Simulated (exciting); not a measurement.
# O K-edge absorption of KTaO3, all-electron BSE

Wanted: the near-edge spectrum and the bound core excitons at the O K edge of KTaO3.

Program: exciting sodium. Level of theory: X-ray absorption, core-level Bethe-Salpeter equation, exchange and statically screened direct term, Tamm-Dancoff, all-electron LAPW+lo PBEsol. Results are calculated unless marked as measured.

**1. Set-up**

The structure is cubic, space group Pm-3m (No. 221). The conventional cell has a = 3.988 Å, b = 3.988 Å, c = 3.988 Å, α = 90.00°, β = 90.00°, γ = 90.00°. Ta has 6 O at 1.99 Å nearest. K has 12 O at 2.82 Å nearest. Nearest to O lie 2 Ta at 1.99 Å and 4 K at 2.82 Å. Farther neighbours and most contacts between anions are not listed.

As a file:

```cif
data_structure
_symmetry_space_group_name_H-M 'Pm-3m'
_symmetry_Int_Tables_number 221
_cell_length_a 3.9883
_cell_length_b 3.9883
_cell_length_c 3.9883
_cell_angle_alpha 90.000
_cell_angle_beta 90.000
_cell_angle_gamma 90.000
_cell_volume 63.44
loop_
_atom_site_label
_atom_site_type_symbol
_atom_site_symmetry_multiplicity
_atom_site_Wyckoff_symbol
_atom_site_fract_x
_atom_site_fract_y
_atom_site_fract_z
_atom_site_occupancy
Ta1 Ta 1 a 0.00000 0.00000 0.00000 1
K1 K 1 b 0.50000 0.50000 0.50000 1
O1 O 3 d 0.00000 0.00000 0.50000 1
```

Differences between curves are given as r.m.s. difference over r.m.s. height.

**2. Ground state**

The species files are the program's own, with muffin-tin radii set in the input.

Input file input.xml:

```
<input>
  <title>KTaO3</title>
  <structure speciespath="." autormt="false" epslat="1.0e-5">
    <crystal>
      <basevect>7.5367947015 0.0000000000 0.0000000000</basevect>
      <basevect>0.0000000000 7.5367947015 0.0000000000</basevect>
      <basevect>0.0000000000 0.0000000000 7.5367947015</basevect>
    </crystal>
    <species speciesfile="Ta.xml" rmt="2.119">
      <atom coord="0.0000000000 0.0000000000 0.0000000000"/>
    </species>
    <species speciesfile="K.xml" rmt="2.331">
      <atom coord="0.5000000000 0.5000000000 0.5000000000"/>
    </species>
    <species speciesfile="O.xml" rmt="1.536">
      <atom coord="0.0000000000 0.0000000000 0.5000000000"/>
      <atom coord="0.0000000000 0.5000000000 0.0000000000"/>
      <atom coord="0.5000000000 0.0000000000 0.0000000000"/>
    </species>
  </structure>
  <groundstate do="fromscratch" xctype="GGA_PBE_SOL" ngridk="4 4 4" rgkmax="7" gmaxvr="14" nempty="8" swidth="0.001" maxscl="100" epsengy="1e-5"/>
</input>
```

The run is started by

```bash
$ OMP_NUM_THREADS=1 mpirun -n 2 exciting
```

Numbers of over 12 decimals in the logs are rounded to 6 here.

Log:

```text
EXCITING SODIUM started
********************************************************************************
* Ground-state run starting from atomic densities                              *
********************************************************************************
+ Starting initialization                                                      +
[... lattice and species ...]
 Spin treatment                             :    spin-unpolarised
 Number of Bravais lattice symmetries       :      48
[...]
+ Self-consistent loop stopped                                                 +
 STATE.OUT is written
********************************************************************************
* Groundstate module stopped                                                   *
********************************************************************************
 Total time spent (seconds)                 :       102.72
- CAUTION! Warnings have been written in file WARNING.OUT !                    -
| EXCITING SODIUM stopped                                                      =
[key lines of the parts left out:]
Total energy                               :    -16448.13561751
Fermi energy                               :         0.24376555
```

Wall time 1.7 min (2 MPI ranks of Arm Neoverse V1, shared host).

The warnings file holds hints only, no warning.

The mesh shows a gap of 2.12 eV. Core levels (Dirac, from the valence top):

```tsv
atom	level	energy (eV)
O	1s1/2	-502.2
```

**3. A richer basis for the empty states**

Each species file gets more local orbitals, built from u and its energy derivative at 0.15 Ha and u at 0.9 Ha.

input.xml is that of step 2.

Input file SPECIES.xml, added lines:

```
<lo l="L">  <!-- L = 0, 1, 2, and 3 from Cs on -->
  <wf matchingOrder="0" trialEnergy="0.1500" searchE="false"/>
  <wf matchingOrder="1" trialEnergy="0.1500" searchE="false"/>
  <wf matchingOrder="0" trialEnergy="0.9000" searchE="false"/>
</lo>
```

The run is started by

```bash
$ OMP_NUM_THREADS=1 mpirun -n 2 exciting
```

Log:

```text
EXCITING SODIUM started
********************************************************************************
* Ground-state run starting from atomic densities                              *
********************************************************************************
+ Starting initialization                                                      +
[... lattice and species ...]
 Spin treatment                             :    spin-unpolarised
 Number of Bravais lattice symmetries       :      48
[...]
+ Self-consistent loop stopped                                                 +
 STATE.OUT is written
********************************************************************************
* Groundstate module stopped                                                   *
********************************************************************************
 Total time spent (seconds)                 :       114.23
- CAUTION! Warnings have been written in file WARNING.OUT !                    -
| EXCITING SODIUM stopped                                                      =
[key lines of the parts left out:]
Total energy                               :    -16448.13708987
Fermi energy                               :         0.24416572
```

It took 1.9 min on 2 MPI ranks.

Against the first ground state the total energy moves by -8 meV an atom and the gap by 0.00 eV.

**4. Screening, kernels and BSE for O atom 3**

The absorber has 2 Ta at 1.99 Å (linear, site symmetry 4/mmm).

Changes to input.xml since step 3:

```diff
@@ -20,3 +20,20 @@
   </structure>
-  <groundstate do="fromscratch" xctype="GGA_PBE_SOL" ngridk="4 4 4" rgkmax="7" gmaxvr="14" nempty="8" swidth="0.001" maxscl="100" epsengy="1e-5"/>
+  <groundstate do="skip" xctype="GGA_PBE_SOL" ngridk="4 4 4" rgkmax="7" gmaxvr="14" nempty="8" swidth="0.001" maxscl="100" epsengy="1e-5"/>
+  <xs xstype="BSE" ngridk="4 4 4" ngridq="4 4 4" vkloff="0.097 0.273 0.493" rgkmax="7" nempty="38" gqmax="3" lmaxapwwf="5" lmaxemat="2" broad="0.01654" tevout="true">
+    <energywindow intv="18.092 19.709" points="439"/>
+    <screening screentype="full" nempty="58"/>
+    <BSE xas="true" xasspecies="3" xasatom="1" xasedge="K" bsetype="singlet" nstlxas="1 34"/>
+    <qpointset>
+      <qpoint>0 0 0</qpoint>
+    </qpointset>
+    <plan>
+      <doonly task="xsgeneigvec"/>
+      <doonly task="writepmatxs"/>
+      <doonly task="scrgeneigvec"/>
+      <doonly task="scrwritepmat"/>
+      <doonly task="screen"/>
+      <doonly task="scrcoulint"/>
+      <doonly task="exccoulint"/>
+    </plan>
+  </xs>
 </input>
```

Input file input.xml for the last start (plan only):

```
  <plan>
    <doonly task="bse"/>
  </plan>
```

The run is started by

```bash
$ OMP_NUM_THREADS=1 mpirun -n 2 exciting
$ OMP_NUM_THREADS=2 exciting
```

Log:

```text
| EXCITING SODIUM started for task xsgeneigvec ( 301)                          =
One-shot GS runs for BSE calculations
One-shot GS runs for k+qmt/2 grids
Info(xsgeneigvec): Generating eigenvectors for Q-point      1
Info(xsgeneigvec): Generation of eigenvectors finished
| EXCITING SODIUM started for task writepmatxs ( 320)                          =
Info(writepmatxs): Momentum matrix elements finished
| EXCITING SODIUM started for task scrgeneigvec ( 401)                         =
One-shot GS runs for BSE calculations
One-shot GS runs for k+qmt/2 grids
[...]
Info(setup_bse_block): Setting up RR part of hamiltonian
Info(setup_bse_block): Singlet spin state
Info(bse): Diagonalizing RR Hamiltonian (TDA)
Info(bse): Invoking Lapack routine ZHEEVR
      4352 eigen solutions found in the interval:
         i1=       1 i2=    4352
Info(bse): Writing excition energies and oscillator strengths to text file.
Info(makespectrum_dist): Making spectrum using formula for coupling with time reversed AR basis.
Info(makespectrum_dist): Using formalism for vanishing momentum transfer.
Info(writederived): Writing quantities derived from the macroscopic dielectric function.
Info(bselauncher): Spectrum finished for iqmt=  1
Info(bselauncher): All done for BSE type singlet
```

Wall time 36 min (2 MPI ranks).

Wall time by task: xsgeneigvec 34 s, writepmatxs 14 s, scrgeneigvec 31 s, scrwritepmat 8.5 s, screen 6.3 min, scrcoulint 15 min, exccoulint 12 min, bse 69 s.

The O K spectrum of O atom 3 (energy from the Kohn–Sham onset, core level to the lowest empty state found on the meshes used, 504.31 eV; the ground-state mesh sets it, and the shifted mesh has its lowest transition 0.20 eV above it; Im ε scaled to the maximum of the singlet run; cut below the end of the band set):

```tsv
E (eV)	Im ε
-4.0	0.02
-3.5	0.03
-3.0	0.04
-2.5	0.05
-2.0	0.07
-1.5	0.10
-1.0	0.18
-0.5	0.41
0.0	0.77
0.5	0.70
1.0	0.96
1.5	0.80
2.0	0.39
2.5	0.26
3.0	0.21
3.5	0.22
4.0	0.35
4.5	0.66
5.0	0.68
5.5	0.73
6.0	0.89
6.5	0.95
7.0	0.97
7.5	0.85
8.0	0.74
8.5	0.54
9.0	0.42
9.5	0.38
10.0	0.35
10.5	0.43
11.0	0.44
11.5	0.46
12.0	0.48
12.5	0.39
13.0	0.33
13.5	0.26
14.0	0.19
14.5	0.14
15.0	0.12
15.5	0.12
16.0	0.13
16.5	0.14
17.0	0.17
17.5	0.20
18.0	0.27
18.5	0.34
19.0	0.32
19.5	0.34
20.0	0.40
20.5	0.29
21.0	0.23
21.5	0.19
22.0	0.15
22.5	0.13
23.0	0.12
23.5	0.10
24.0	0.08
24.5	0.06
25.0	0.07
25.5	0.09
```

Maxima (height): 0.0 eV (0.78), 1.1 eV (1.00), 6.9 eV (0.97), 11.9 eV (0.49), 18.5 eV (0.34) and 19.9 eV (0.40).

The Hamiltonian has 4352 rows. The lowest groups of eigenvalues and the brightest ones, on the scale above (the program counts from the shifted mesh's onset, 0.20 eV higher). Core spinors bring spin-forbidden partners, so dark means forbidden by spin or by symmetry, and the shifted mesh splits states that symmetry would keep together:

```tsv
energy (eV)	states within 10 meV	relative strength
-0.322	2	1.9e-4
-0.275	2	0.0018
-0.246	2	7.7e-4
-0.197	2	0.0023
-0.132	3	0.0014
-0.108	1	0.92
-0.022	1	1.00
0.944	3	0.77
1.271	4	0.48
1.300	2	0.50
4.461	3	0.90
7.957	2	0.43
```

**5. Independent particles**

Changes to input.xml since step 4:

```diff
@@ -24,3 +24,3 @@
     <screening screentype="full" nempty="58"/>
-    <BSE xas="true" xasspecies="3" xasatom="1" xasedge="K" bsetype="singlet" nstlxas="1 34"/>
+    <BSE xas="true" xasspecies="3" xasatom="1" xasedge="K" bsetype="IP" nstlxas="1 34"/>
     <qpointset>
@@ -29,9 +29,3 @@
     <plan>
-      <doonly task="xsgeneigvec"/>
-      <doonly task="writepmatxs"/>
-      <doonly task="scrgeneigvec"/>
-      <doonly task="scrwritepmat"/>
-      <doonly task="screen"/>
-      <doonly task="scrcoulint"/>
-      <doonly task="exccoulint"/>
+      <doonly task="bse"/>
     </plan>
```

The run is started by

```bash
$ OMP_NUM_THREADS=2 exciting
```

Log:

```text
| EXCITING SODIUM started for task bse ( 445)                                  =
Info(bselauncher): Init time:    1.911990
Info(bselauncher): Setting up and diagonalizing BSE Hamiltonian.
Info(bselauncher): Using momentum transfer vectors from list :   1 to  1
Info(bselauncher): Distributing qmt-points over   1 processes.
Info(bselauncher): BSE type: IP
Info(bselauncher): Momentum transfer list index: iqmt=  1
Info(bselauncher): Momentum transfer: vqmtl=   0.000   0.000   0.000
Info(bse): Inspecting occupations...
Info(setranges_modxs): Number of non-reduced k-points:       64
[...]
highest unoccupied state:  61
  Opening gap with a scissor of:      0.000/H      0.000/eV
Info(select_transitions): Number of participating transitions:    4352
Info(bse): Selecting transitions...
Info(bse):bsegap (eV):   504.507357
Info(bse): IP requested, nothing much to do
Info(bse): Writing excition energies and oscillator strengths to text file.
Info(makespectrum_dist): Making spectrum using formula for coupling with time reversed AR basis.
Info(makespectrum_dist): Using formalism for vanishing momentum transfer.
Info(writederived): Writing quantities derived from the macroscopic dielectric function.
Info(bselauncher): Spectrum finished for iqmt=  1
Info(bselauncher): All done for BSE type IP
```

Elapsed: 3 s, on 2 threads.

Maxima (height): 2.7 eV (0.76), 9.0 eV (0.90), 11.6 eV (0.49), 13.4 eV (0.75) and 20.9 eV (0.53). The spectrum differs from the singlet run by 71 % r.m.s. Moving the earlier curve by +2.1 eV leaves 28 %. The highest maximum lies at 9.0 eV (0.90), against 1.1 eV (1.00).

**6. Exchange alone**

Changes to input.xml since step 5:

```diff
@@ -24,3 +24,3 @@
     <screening screentype="full" nempty="58"/>
-    <BSE xas="true" xasspecies="3" xasatom="1" xasedge="K" bsetype="IP" nstlxas="1 34"/>
+    <BSE xas="true" xasspecies="3" xasatom="1" xasedge="K" bsetype="RPA" nstlxas="1 34"/>
     <qpointset>
```

The run is started by

```bash
$ OMP_NUM_THREADS=2 exciting
```

Log:

```text
| EXCITING SODIUM started for task bse ( 445)                                  =
Info(bselauncher): Init time:    1.911286
Info(bselauncher): Setting up and diagonalizing BSE Hamiltonian.
Info(bselauncher): Using momentum transfer vectors from list :   1 to  1
Info(bselauncher): Distributing qmt-points over   1 processes.
Info(bselauncher): BSE type: RPA
Info(bselauncher): Momentum transfer list index: iqmt=  1
Info(bselauncher): Momentum transfer: vqmtl=   0.000   0.000   0.000
Info(bse): Inspecting occupations...
Info(setranges_modxs): Number of non-reduced k-points:       64
[...]
Info(setup_bse_block): Setting up RR part of hamiltonian
Info(setup_bse_block): Using RPA approximation
Info(bse): Diagonalizing RR Hamiltonian (TDA)
Info(bse): Invoking Lapack routine ZHEEVR
      4352 eigen solutions found in the interval:
         i1=       1 i2=    4352
Info(bse): Writing excition energies and oscillator strengths to text file.
Info(makespectrum_dist): Making spectrum using formula for coupling with time reversed AR basis.
Info(makespectrum_dist): Using formalism for vanishing momentum transfer.
Info(writederived): Writing quantities derived from the macroscopic dielectric function.
Info(bselauncher): Spectrum finished for iqmt=  1
Info(bselauncher): All done for BSE type RPA
```

The job ended after 69 s (2 threads).

Maxima (height): 2.7 eV (0.73), 9.1 eV (0.89), 11.6 eV (0.49), 13.5 eV (0.77) and 20.9 eV (0.53). Against the independent-particle run the r.m.s. difference is 3 %.

**7. The levels of theory side by side**

```tsv
level	curve passes 0.15 (eV)	highest maximum (eV)	its height
IP	0.4	9.0	0.90
RPA	0.5	9.1	0.89
singlet	-1.1	1.1	1.00
```

```tsv
E (eV)	IP	RPA	singlet
-4.0	0.01	0.01	0.02
-3.0	0.01	0.01	0.04
-2.0	0.02	0.02	0.07
-1.0	0.03	0.03	0.18
0.0	0.08	0.08	0.77
1.0	0.18	0.17	0.96
2.0	0.34	0.32	0.39
3.0	0.71	0.70	0.21
4.0	0.35	0.35	0.35
5.0	0.19	0.19	0.68
6.0	0.33	0.31	0.89
7.0	0.47	0.45	0.97
8.0	0.65	0.63	0.74
9.0	0.90	0.88	0.42
10.0	0.72	0.72	0.35
11.0	0.47	0.48	0.44
12.0	0.47	0.47	0.48
13.0	0.68	0.68	0.33
14.0	0.63	0.66	0.19
15.0	0.33	0.35	0.12
16.0	0.20	0.21	0.13
17.0	0.17	0.18	0.17
18.0	0.18	0.19	0.27
19.0	0.28	0.28	0.32
20.0	0.30	0.30	0.40
21.0	0.52	0.53	0.23
22.0	0.40	0.42	0.15
23.0	0.25	0.26	0.12
24.0	0.16	0.17	0.08
25.0	0.09	0.09	0.07
```

**8. Summary of results**

```
absorber and edge   : O K, atom 3
surroundings        : 2 Ta at 1.99 Å (linear, site symmetry 4/mmm)
first bright state  : -0.11 eV from the Kohn–Sham onset, on this mesh
highest maximum     : 1.1 eV
cost of the BSE run : 36 min on 2 MPI ranks of Arm Neoverse V1, shared host; the last task ran on as many threads
```

**Reading.** Is a core exciton bound? Undecided on this mesh: the first bright state (over 5 % of the brightest) lies at -0.11 eV from the Kohn–Sham onset and at -0.30 eV from the lowest bare transition of its own mesh; weaker or dark states reach down to -0.32 eV. Exchange alone changes the independent-particle spectrum by 3 % r.m.s. A mesh of 64 points doesn't converge binding energies, and fine structure above the first lines is partly noise of the mesh. The kernel cutoff is low for a compact core orbital, so the effect of exchange is a lower bound. The zero comes from the unshifted 4×4×4 ground-state mesh; it is exact only where the band minimum lies on that mesh. The Kohn–Sham onset, 504 eV, is no photon energy: the scale needs a rigid shift. No quasiparticle correction widens the gap or stretches the bands. Vibrations and energy-dependent lifetimes are left out. The structure is a published determination, not relaxed.

[Banner, clock and machine lines of the logs are left out without a mark of their own.]

[Logs are printed without paths, hosts, clocks, repeated set-up lines and the standing remarks that a program may print on its own settings, such as how far it seeks lower states.]

[Hosts, paths, dates, database ids (printed as entryN), source tags and the programs' standing remarks are cut or masked in the printed files.]
